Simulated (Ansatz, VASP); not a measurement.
One calculation of H2, two programs

Contents of POSCAR:

```
H
1.0
   12.0000000000      0.0000000000      0.0000000000
    0.0000000000     12.3000000000      0.0000000000
    0.0000000000      0.0000000000     12.6000000000
H
2
Direct
    0.5000000000      0.5000000000      0.4702380952
    0.5000000000      0.5000000000      0.5297619048
```

INCAR.step1

```
SYSTEM = H
PREC = Accurate ; ENCUT = 520
EDIFF = 1E-5 ; ISMEAR = -1
SIGMA = 0.01 ; LREAL = .False.
LASPH = .True. ; NELM = 60
ALGO = Normal ; ISIF = 2
LWAVE = .True. ; GGA = PE
NBANDS = 8
```

The input INCAR.step2:

```
SYSTEM = H
PREC = Accurate ; ENCUT = 520
EDIFF = 1E-6 ; ISMEAR = -1
SIGMA = 0.01 ; LREAL = .False.
LASPH = .True. ; NELM = 60
ALGO = Normal ; ISIF = 2
LWAVE = .False. ; LCHARG = .True.
GGA = PE ; LHFCALC = .True.
AEXX = 0.25 ; PRECFOCK = Normal
LELF = .True. ; LVHAR = .True.
ISTART = 1 ; NBANDS = 8
```

File KPOINTS:

```
regular mesh
0
Gamma
  1 1 1
  0 0 0
```

Input for Ansatz:

```yaml
crystal:
  lattice:
    - [12.0, 0.0, 0.0]
    - [0.0, 12.3, 0.0]
    - [0.0, 0.0, 12.6]
  atoms:
    - { symbol: H, position: [0.5, 0.5, 0.4702380952] }
    - { symbol: H, position: [0.5, 0.5, 0.5297619048] }
hamiltonian:
  xc: pbe0
  pseudopotentials:
    kind: paw
    azcp:
      H: "pseudopotentials/H.paw.azcp"
basis:
  ecutwfc: 420
  fft_grid_basis: typed
kpoints:
  mp_grid: { grid: [1, 1, 1], shift: [0, 0, 0] }
magnetization:
  spin_polarized: false
scf:
  occupations: { method: fermi_dirac, width: 0.01 }
```

Alike in both runs: task single point; functional PBE0; k mesh 1 × 1 × 1; occupations fermi-dirac, width 0.01 eV; no spin polarisation.

|  | VASP | Ansatz |
| --- | --- | --- |
| version | VASP 6.6.1 | Ansatz 0.2.0 |
| potentials or method | VASP PAW PBE potentials, release 64 (H) | plane waves (420 eV) with PAW, scalar-relativistic |
| plane-wave cutoff (eV) | 520 | 420 |
| valence electrons in the cell | 2 | 2 |

|  | VASP | Ansatz | Ansatz less VASP |
| --- | --- | --- | --- |
| gap on the k mesh at the Fermi level (eV) | 11.85 | 11.90 | +0.050 |

With one functional, cell and mesh, what is left measures potentials, basis and numerics.
